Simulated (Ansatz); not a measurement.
**SiC (F-43m): G0W0 and the choice of datasets**

```
Si C
1.0
     0.00000    2.10370    2.10370
     2.10370    0.00000    2.10370
     2.10370    2.10370    0.00000
Si C
1 1
Direct
  0.00000 0.00000 0.00000
  0.25000 0.25000 0.25000
```

Held fixed (Ansatz):

```yaml
orbitals: PBE
k_mesh: 4×4×4
empty_bands: 120
response_cutoff: 200 eV
frequencies: contour deformation
q_→_0_term: analytic weight of Carrier, Rohra and Görling
band_sums: cut at the band count
```

The gap is read from Γ to k = (0, -0.5, -0.5), linearised, between the Kohn-Sham band edges among the points solved. ε∞ is the electronic dielectric constant on this mesh.

```json
{"datasets, wave cutoff": "all-electron, 2970 eV", "KS gap (eV)": "1.21", "G0W0 gap (eV)": "2.11", "ε∞": "8.7"}
{"datasets, wave cutoff": "hard PAW, 700 eV", "KS gap (eV)": "1.20", "G0W0 gap (eV)": "2.10", "ε∞": "8.7"}
{"datasets, wave cutoff": "hand-made PAW, accurate, 800 eV", "KS gap (eV)": "1.21", "G0W0 gap (eV)": "2.13", "ε∞": "8.6"}
{"datasets, wave cutoff": "hand-made PAW, 820 eV", "KS gap (eV)": "1.20", "G0W0 gap (eV)": "2.12", "ε∞": "8.6"}
{"datasets, wave cutoff": "JTH PAW, 700 eV", "KS gap (eV)": "1.21", "G0W0 gap (eV)": "2.08", "ε∞": "8.6"}
{"datasets, wave cutoff": "soft PAW (1st gen.), 420 eV", "KS gap (eV)": "1.21", "G0W0 gap (eV)": "2.11", "ε∞": "8.6"}
{"datasets, wave cutoff": "norm-conserving, 1116 eV", "KS gap (eV)": "1.19", "G0W0 gap (eV)": "?", "ε∞": "?"}
{"datasets, wave cutoff": "all-electron, no relativity, 2970 eV", "KS gap (eV)": "1.20", "G0W0 gap (eV)": "2.12", "ε∞": "8.6"}
```

(1) Fill in the row for norm-conserving, 1116 eV.

## Answers

(1) G0W0 gap 2.06 eV, ε∞ 8.6.

The cell is a model at fixed atoms and needn't be the relaxed known crystal. Soft PAW datasets can miss an all-electron G0W0 gap by more than 5 %. With norm-conserving pseudopotentials the core–valence exchange is only approximate, which can shift gaps by tenths of an eV and RPA lattice constants by most of a per cent. Points k are given in fractions of the reciprocal vectors. The mesh is coarse, so these are values at the stated settings, not converged ones. Band sums or response are cut, so the gap isn't at its basis limit. The gap is read on the mesh, and the crystal's band edges can lie off it. Meshes this coarse can overestimate the dielectric constant by a tenth and more.
